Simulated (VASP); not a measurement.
# HgTe in VASP 6.6.1, single-point calculation

INCAR

```
SIGMA = 0.02
ISIF = 2
NELM = 120
LCHARG = .FALSE.
LASPH = .TRUE.
GGA = PE
ENCUT = 520
NBANDS = 16
PREC = Accurate
IVDW = 11
NSW = 0
ISMEAR = -1
LREAL = Auto
LWAVE = .FALSE.
IBRION = -1
EDIFF = 1E-7
```

KPOINTS

```
KPOINTS created by Atomic Simulation Environment
0
Gamma
6 6 6
0 0 0
```

POSCAR

```
Hg Te
 1.0000000000000000
     0.0000000000000000    3.4207242017000001    3.4207242017000001
     3.4207242017000001    0.0000000000000000    3.4207242017000001
     3.4207242017000001    3.4207242017000001    0.0000000000000000
 Hg  Te
   1   1
Cartesian
  0.0000000000000000  0.0000000000000000  0.0000000000000000
  1.7103621008500001  1.7103621008500001  1.7103621008500001
```

The recommended PBE PAW datasets give the neutral cell 18 valence electrons.

Command

```
mpirun -np 1 vasp_std
```

OSZICAR

```
N       E                     dE             d eps       ncg     rms          rms(c)
DAV:   1     0.103900969892E+03    0.10390E+03   -0.75757E+03   512   0.940E+02
DAV:   2     0.230177124394E+00   -0.10367E+03   -0.96493E+02   592   0.221E+02
DAV:   3    -0.375192219379E+01   -0.39821E+01   -0.39717E+01   616   0.454E+01
DAV:   4    -0.379067904467E+01   -0.38757E-01   -0.38751E-01   768   0.400E+00
DAV:   5    -0.379079423244E+01   -0.11519E-03   -0.11519E-03   664   0.206E-01    0.526E+00
DAV:   6    -0.360003331289E+01    0.19076E+00   -0.37528E-01   592   0.727E+00    0.440E+00
DAV:   7    -0.359527117329E+01    0.47621E-02   -0.74409E-02   560   0.175E+00    0.187E+00
DAV:   8    -0.359510582892E+01    0.16534E-03   -0.67086E-03   632   0.879E-01    0.376E-01
DAV:   9    -0.359516086444E+01   -0.55036E-04   -0.68884E-04   624   0.264E-01    0.650E-02
DAV:  10    -0.359519258414E+01   -0.31720E-04   -0.83348E-05   608   0.770E-02    0.386E-02
DAV:  11    -0.359520602888E+01   -0.13445E-04   -0.19112E-05   600   0.269E-02    0.121E-02
DAV:  12    -0.359520620680E+01   -0.17792E-06   -0.25066E-06   624   0.953E-03    0.897E-03
DAV:  13    -0.359520616446E+01    0.42340E-07   -0.14514E-07   600   0.211E-03
   1 F= -.40759413E+01 E0= -.40757641E+01  d E =-.354473E-03
```

Standard output (part)

```
POSCAR found type information on POSCAR HgTe
 POSCAR found :  2 types and       2 ions
|     You have a (more or less) 'small supercell' and for smaller cells       |
|     it is recommended to use the reciprocal-space projection scheme!        |
|     The real-space optimization is not efficient for small cells and it     |
|     is also less accurate ...                                               |
|     Therefore, set LREAL=.FALSE. in the INCAR file.                         |
 LDA part: xc-table for (Slater+PW92), standard interpolation
 POSCAR, INCAR and KPOINTS ok, starting setup
 WAVECAR not read
 entering main loop
```

From OUTCAR

```
k-points           NKPTS =     16   k-points in BZ     NKDIM =     16   number of bands    NBANDS=     16

   NELECT =      18.0000    total number of electrons

   dimension x,y,z NGX =    36 NGY =   36 NGZ =   36
   dimension x,y,z NGXF=    72 NGYF=   72 NGZF=   72

  energy-cutoff  :      520.00
  volume of cell :       80.05
      direct lattice vectors                 reciprocal lattice vectors
     0.000000000  3.420724202  3.420724202    -0.146167879  0.146167879  0.146167879
     3.420724202  0.000000000  3.420724202     0.146167879 -0.146167879  0.146167879
     3.420724202  3.420724202  0.000000000     0.146167879  0.146167879 -0.146167879

 k-points in reciprocal lattice and weights: KPOINTS created by Atomic Simulation Env
   0.00000000  0.00000000  0.00000000       0.005
   0.16666667  0.00000000  0.00000000       0.037
   0.33333333  0.00000000  0.00000000       0.037
   0.50000000  0.00000000  0.00000000       0.019
   0.16666667  0.16666667  0.00000000       0.028
   0.33333333  0.16666667  0.00000000       0.111
   0.50000000  0.16666667  0.00000000       0.111
  -0.33333333  0.16666667  0.00000000       0.111
   ...

 E-fermi :   1.4862

 k-point     1 :       0.0000    0.0000    0.0000
  band No.  band energies     occupation
      1      -9.4581      2.00000
      2      -5.0413      2.00000
      3      -5.0413      2.00000
      4      -5.0413      2.00000
      5      -4.6943      2.00000
      6      -4.6943      2.00000
      7       0.3710      2.00000
      8       1.4723      1.33362
      9       1.4723      1.33362
     10       1.4723      1.33362
     11       5.9552      0.00000
     12       5.9552      0.00000
     13       5.9552      0.00000
     14       7.9754      0.00000
     15      10.7715      0.00000
     16      10.7715      0.00000

 k-point     2 :       0.1667    0.0000    0.0000
  band No.  band energies     occupation
      1      -9.3676      2.00000
      2      -5.0174      2.00000
      3      -5.0174      2.00000
      4      -4.9850      2.00000
      5      -4.6955      2.00000
      6      -4.6955      2.00000
      7      -0.7639      2.00000
      8       1.2754      1.99995
      9       1.2754      1.99995
     10       2.0932      0.00000
     11       5.8610      0.00000
     12       6.2447      0.00000
     13       6.2447      0.00000
     14       9.1649      0.00000
     15      10.0102      0.00000
     16      10.0102      0.00000

 k-point     3 :       0.3333    0.0000    0.0000
  band No.  band energies     occupation
      1      -9.1765      2.00000
      2      -4.9755      2.00000
      3      -4.9755      2.00000
      4      -4.7583      2.00000
      5      -4.6895      2.00000
      6      -4.6895      2.00000
      7      -2.2384      2.00000
      8       0.9333      2.00000
      9       0.9333      2.00000
     10       2.2214      0.00000
     11       6.5867      0.00000
     12       6.5867      0.00000
     13       6.9839      0.00000
     14       9.2282      0.00000
     15      10.2434      0.00000
     16      10.2434      0.00000

 ...

  Total      -1.79454    -1.79454    -1.79454     0.00000     0.00000     0.00000
  in kB     -35.91538   -35.91538   -35.91538     0.00000     0.00000     0.00000
  external pressure =      -35.92 kB  Pullay stress =        0.00 kB

 POSITION                                       TOTAL-FORCE (eV/Angst)
 -----------------------------------------------------------------------------------
      0.00000      0.00000      0.00000         0.000000     -0.000000      0.000000
      1.71036      1.71036      1.71036        -0.000000      0.000000     -0.000000
 -----------------------------------------------------------------------------------
    total drift:                               -0.000000     -0.000000     -0.000000

  FREE ENERGIE OF THE ION-ELECTRON SYSTEM (eV)
  ---------------------------------------------------
  free  energy   TOTEN  =        -4.0759413216 eV

  energy  without entropy=       -4.0755868484  energy(sigma->0) =       -4.07576408
```

It converged. Results: gap between bands v and c on the k mesh 0.00 eV; least direct gap on the k mesh 0.00 eV; pressure -3.6 GPa. Band v is the last that the valence electrons fill when counted band by band, and c is the next.

For comparison, a separate PBE run of the intended cell, on usual settings and not on those above, gives a gap of 0.00 eV on its mesh and a pressure of -2.3 GPa.

The run above took about 20 s on one core of a shared host (Intel Xeon Platinum 8488C) and held 0.21 GiB at most.
